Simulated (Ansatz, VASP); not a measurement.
LiH: VASP beside Ansatz

```
CELL_PARAMETERS angstrom
2.56214 0.00000 -1.00409
0.00000 2.80817 0.00000
-1.77942 0.00000 6.08094
ATOMIC_POSITIONS crystal
Li 0.00000 0.00000 0.00000
Li 0.00000 0.50000 0.50000
H 0.88327 0.00000 0.26214
H 0.11673 0.00000 0.73786
```

Change from the starting cell: ordered vacancies on the anion sites of cadmium iodide (P2/m, No. 10).

Alike in both runs: functional PBE; k mesh 16 × 12 × 8; occupations gaussian, width 0.01 eV; no spin polarisation.

Ansatz relaxed the structure, and its values are those at the end. VASP's run is a single point on that final structure, the one shown.

|  | VASP | Ansatz |
| --- | --- | --- |
| version | VASP 6.6.1 | Ansatz 0.2.0 |
| potentials or method | VASP PAW PBE potentials, release 64 (Li_sv, H) | scalar-relativistic, plane waves, PAW |
| plane-wave cutoff (eV) | 520 | 420 |
| valence electrons in the cell | 8 | 8 |

|  | VASP | Ansatz | Ansatz less VASP |
| --- | --- | --- | --- |
| gap on the k mesh at the Fermi level (eV) | 0.26 | 0.26 | -0.002 |
| least direct gap on the mesh (eV) | 1.70 | 1.70 | -0.001 |
